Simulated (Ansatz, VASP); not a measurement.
TePb: VASP beside Ansatz

File INCAR:

```
SYSTEM = TePb
ALGO = Normal
EDIFF = 1E-7
ENCUT = 520
GGA = PS
ISIF = 2
ISMEAR = 0
LASPH = .TRUE.
LCHARG = .FALSE.
LREAL = .FALSE.
LWAVE = .FALSE.
NBANDS = 17
NELM = 100
PREC = Accurate
SIGMA = 0.05
```

KPOINTS

```
k-points
0
G
  8 8 8
  0 0 0
```

POSCAR

```
TePb
1.0
    0.0000000000      3.2270000000      3.2270000000
    3.2270000000      0.0000000000      3.2270000000
    3.2270000000      3.2270000000      0.0000000000
Te Pb
1 1
Direct
    0.4917829240      0.5000000000      0.5000000000
    0.0000000000      0.0000000000      0.0000000000
```

Input for Ansatz:

```yaml
crystal:
  lattice:
    - [0.0, 3.227, 3.227]
    - [3.227, 0.0, 3.227]
    - [3.227, 3.227, 0.0]
  atoms:
    - { symbol: Te, position: [0.491782924, 0.5, 0.5] }
    - { symbol: Pb, position: [0.0, 0.0, 0.0] }
basis:
  ecutwfc: 420
kpoints:
  mp_grid: { grid: [8, 8, 8] }
hamiltonian:
  xc: pbesol
scf:
  occupations: { method: gaussian, width: 0.05 }
output:
  forces: true
  stress: true
  eigenvalues: true
```

Change from the starting cell: all Te atoms moved +0.037 Å, as atom 1 towards its neighbour atom 1 (Te) at 4.564 Å.

Alike in both runs: task single point; functional PBEsol; k mesh 8 × 8 × 8; occupations gaussian, width 0.05 eV; no spin polarisation.

|  | VASP | Ansatz |
| --- | --- | --- |
| version | VASP 6.6.1 | Ansatz 0.2.0 |
| potentials or method | VASP PAW PBE potentials, release 64 (Te, Pb_d) | scalar-relativistic, plane waves, PAW |
| plane-wave cutoff (eV) | 520 | 420 |
| valence electrons in the cell | 20 | 30 |

```csv
,VASP,Ansatz,Ansatz less VASP
gap on the k mesh at the Fermi level (eV),0.66,0.66,-0.004
least direct gap on the mesh (eV),0.66,0.66,-0.004
pressure (GPa),-0.2,-0.2,+0.02
rms of the force components (eV/Å),0.010,0.010,-0.0003
```

Atom by atom the forces differ by 0.000 eV/Å (rms over components). The two sets of potentials don't hold the same shells in valence.

Caveats: the PAW data sets were made with another functional, which shifts forces and pressure a little (VASP); spin-orbit coupling is left out, which as a rule narrows the gap of such compounds by several tenths of an eV. A k mesh can miss the band edges.
